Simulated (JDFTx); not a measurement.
Crystal: NaF (Villiaumite).

```
Na F
1.0
     0.00000    2.32000    2.32000
     2.32000    0.00000    2.32000
     2.32000    2.32000    0.00000
Na F
1 1
Cartesian
  0.0000 0.0000 0.0000
  2.3200 2.3200 2.3200
```

Base run:

- Program: JDFTx 1.7.0 (patched build)
- Functional: r2SCAN
- Potentials or basis: SG15-PBE-1.2 with smoothed tails
- Cutoff: 1361 eV
- Density cutoff: 10885 eV
- k mesh: 8 × 8 × 8
- Occupations: fermi-dirac, width 0.05 eV
- Spin: no spin polarisation

Its results: band gap on the k mesh 7.16 eV, direct; pressure -0.8 GPa.

Task: The run is repeated on the same cell with these changes: functional from r2SCAN to PBEsol. What comes out?

Result: Band gap on the k mesh 6.14 eV, direct; pressure 0.2 GPa.

r2SCAN gives the wider gap, since meta-GGAs in the generalised Kohn-Sham scheme recover part of the derivative discontinuity.

Caveats: the potentials were made for another functional, which shifts forces and pressure.

